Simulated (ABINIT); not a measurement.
Wanted: the native input for an ABINIT 10.8.3 (patched build) run.

```yaml
Task: band structure
Functional: LDA-PZ
Potentials_or_basis: JTH PAW LDA v2.0
Cutoff: 408 eV
k_mesh: 12 × 12 × 12
Occupations: fermi-dirac, width 0.05 eV
Spin: no spin polarisation
Fine-grid_cutoff: 816.342 eV
```

The system is Si2W.

```xyz
3
Lattice="-1.6069 1.6069 3.9150 1.6069 -1.6069 3.9150 1.6069 1.6069 -3.9150" Properties=species:S:1:pos:R:3 pbc="T T T"
W     0.0000    0.0000    0.0000
Si    0.0000    0.0000    5.2092
Si    0.0000    0.0000    2.6207
```

The input as run:

run.abi

```
# Datasets: ground state, then fixed potential
ndtset 2

# Pseudopotentials
pp_dirpath "./"
pseudos "W.LDA_PW-JTH.xml, Si.LDA_PW-JTH.xml"

# Structure
acell 8.5542390769 8.5542390769 8.5542390769
rprim
    -0.3549820016     0.3549820016     0.8648558013
     0.3549820016    -0.3549820016     0.8648558013
     0.3549820016     0.3549820016    -0.8648558013
ntypat 2
znucl 74 14
natom 3
typat 1 2 2
xred
     0.0000000000     0.0000000000     0.0000000000
     0.6653000000     0.6653000000     0.0000000000
     0.3347000000     0.3347000000     0.0000000000

# Plane-wave basis
ecut 408.170794 eV
pawecutdg 30.0

# Exchange and correlation
ixc 2

# Bands and occupations
occopt 3
tsmear 0.05 eV

# SCF cycle
nstep 100

# Output
iomode 3
prtwf 0
prteig 0
prtebands 0
enunit 1
prtden1 1

# Dataset 1
kptopt1 1
ngkpt1 12 12 12
nshiftk1 1
shiftk1 0.0 0.0 0.0
nband1 15
tolvrs1 1.0e-9

# Dataset 2: bands along G-X-Y-S-G-Z-S1-N-P-Y1-Z
iscf2 -2
getden2 1
nband2 21
nbdbuf2 4
tolwfr2 1.0e-11
kptopt2 -10
ndivsm2 6
prteig2 1
kptbounds2
     0.0000000000     0.0000000000     0.0000000000
     0.0000000000     0.0000000000     0.5000000000
    -0.0842355210     0.0842355210     0.5000000000
    -0.2921177605     0.2921177605     0.2921177605
     0.0000000000     0.0000000000     0.0000000000
     0.5000000000     0.5000000000    -0.5000000000
     0.2921177605     0.7078822395    -0.2921177605
     0.0000000000     0.5000000000     0.0000000000
     0.2500000000     0.2500000000     0.2500000000
     0.5000000000     0.5000000000    -0.0842355210
     0.5000000000     0.5000000000    -0.5000000000
```

Potentials or basis: JTH PAW LDA v2.0.

Launch:

```bash
$ abinit run.abi > log 2>&1
```

It gave:

| Quantity | Value |
| --- | --- |
| Largest force | 0.046 eV/Å |
| Band gap on the k mesh | none (metal or under the smearing width) |
| Valence electrons inside the program's atomic spheres | W 11.89; Si 1.57 |

Caveat: spin-orbit coupling is left out, which moves the levels of the heavy elements.

Wall time 6.4 min on 1 thread of Arm Neoverse V1 (shared host), peak memory 0.15 GiB.
